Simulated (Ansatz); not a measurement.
**ZnS, one structure, two calculations**

Cell: a computed structure from the Materials Project (it need not be an observed phase).

```
Zn S
1.0
     3.80671    0.00000    0.00000
    -1.90335    3.29671    0.00000
     0.00000    0.00000   62.30256
Zn S
20 20
Direct
  0.00000 0.00000 0.65005
  0.00000 0.00000 0.05002
  0.66667 0.33333 0.60001
  0.33333 0.66667 0.80006
  0.66667 0.33333 0.30002
  0.33333 0.66667 0.95001
  0.33333 0.66667 0.50002
  0.33333 0.66667 0.35005
  0.33333 0.66667 0.10004
  0.66667 0.33333 0.90000
  0.00000 0.00000 0.55000
  0.66667 0.33333 0.00004
  0.66667 0.33333 0.45002
  0.00000 0.00000 0.40004
  0.66667 0.33333 0.15003
  0.00000 0.00000 0.85004
  0.00000 0.00000 0.20003
  0.33333 0.66667 0.70002
  0.66667 0.33333 0.75003
  0.33333 0.66667 0.25001
  0.66667 0.33333 0.33752
  0.00000 0.00000 0.68748
  0.33333 0.66667 0.83748
  0.33333 0.66667 0.28744
  0.00000 0.00000 0.23748
  0.66667 0.33333 0.03746
  0.33333 0.66667 0.38749
  0.00000 0.00000 0.08748
  0.00000 0.00000 0.88747
  0.33333 0.66667 0.98750
  0.66667 0.33333 0.48746
  0.33333 0.66667 0.73744
  0.33333 0.66667 0.53746
  0.66667 0.33333 0.78751
  0.66667 0.33333 0.63750
  0.00000 0.00000 0.58742
  0.33333 0.66667 0.13749
  0.66667 0.33333 0.93742
  0.00000 0.00000 0.43748
  0.66667 0.33333 0.18748
```

Atom numbers follow the list; atoms alike are taken as one site, whose name carries the number of the first.

First run. Method: Kohn–Sham DFT in Ansatz, PBE, plane waves and PAW, scalar-relativistic, 420 eV cutoff, Γ-centred 8×8×1 k-points, Fermi–Dirac smearing 0.02 eV.

| site | atom | V_zz (10²¹ V/m²) | η |
| --- | --- | --- | --- |
| Zn1 | 1 | 0.037 | 0.00 |
| Zn3 | 3 | -0.097 | 0.00 |
| Zn4 | 4 | 0.042 | 0.00 |
| Zn5 | 5 | -0.090 | 0.00 |
| Zn6 | 6 | -0.10 | 0.00 |
| Zn8 | 8 | 0.048 | 0.00 |
| Zn12 | 12 | 0.045 | 0.00 |
| S21 | 21 | 0.23 | 0.00 |
| S22 | 22 | 0.084 | 0.00 |
| S24 | 24 | 0.14 | 0.00 |
| S30 | 30 | 0.23 | 0.00 |
| S32 | 32 | 0.14 | 0.00 |
| S38 | 38 | 0.14 | 0.00 |
| S35 | 35 | 0.23 | 0.00 |

Second run. The same atoms and settings, except that the functional is r2SCAN and the cutoff is 500 eV.

Task: What does the second run give?

Result: 

| site | atom | V_zz | η | change of V_zz |
| --- | --- | --- | --- | --- |
| Zn1 | 1 | 0.029 | 0.00 | -0.01 |
| Zn3 | 3 | -0.093 | 0.00 | 0.00 |
| Zn4 | 4 | 0.032 | 0.00 | -0.01 |
| Zn5 | 5 | -0.086 | 0.00 | 0.00 |
| Zn6 | 6 | -0.097 | 0.00 | 0.00 |
| Zn8 | 8 | 0.041 | 0.00 | -0.01 |
| Zn12 | 12 | 0.036 | 0.00 | -0.01 |
| S21 | 21 | 0.25 | 0.00 | +0.02 |
| S22 | 22 | 0.080 | 0.00 | 0.00 |
| S24 | 24 | 0.12 | 0.00 | -0.02 |
| S30 | 30 | 0.24 | 0.00 | +0.01 |
| S32 | 32 | 0.12 | 0.00 | -0.02 |
| S38 | 38 | 0.12 | 0.00 | -0.02 |
| S35 | 35 | 0.25 | 0.00 | +0.02 |

No V_zz moves by more than 0.02. The table leaves out 18 of the 32 sites, with |V_zz| up to 0.10; their tensors move by 0.01 at most along any direction. The statements above cover all sites.

For the second run: With these PAW files V_zz is typically within 2 to 3 % of all-electron values, but misses above 10 % occur on Zn.
